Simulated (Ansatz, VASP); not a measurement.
# Se in VASP and in Ansatz

```xyz
1
Lattice="1.9921 1.1501 1.6360 -1.9921 1.1501 1.6360 0.0000 -2.3002 1.6360" Properties=species:S:1:pos:R:3 pbc="T T T"
Se    0.0000    0.0000    0.0000
```

Alike in both runs: functional r2SCAN; k mesh 16 × 16 × 16; occupations gaussian, width 0.05 eV; no spin polarisation.

Ansatz relaxed the structure, and its values are those at the end. VASP's run is a single point on that final structure, the one shown.

```csv
,VASP,Ansatz
version,VASP 6.6.1,Ansatz 0.2.0
potentials or method,"VASP PAW PBE potentials, release 64 (Se)","scalar-relativistic, plane waves, PAW"
plane-wave cutoff (eV),520,500
valence electrons in the cell,6,16
```

|  | VASP | Ansatz | Ansatz less VASP |
| --- | --- | --- | --- |
| gap on the k mesh at the Fermi level (eV) | none | none | - |
| pressure (GPa) | -0.8 | -0.7 | +0.07 |

A gap of «none» marks a metal or a gap that the smearing closes. With one functional, cell and mesh, what is left measures potentials, basis and numerics. The two sets of potentials don't hold the same shells in valence.

Caveats: the PAW data sets were made with another functional, which shifts forces and pressure a little (VASP).
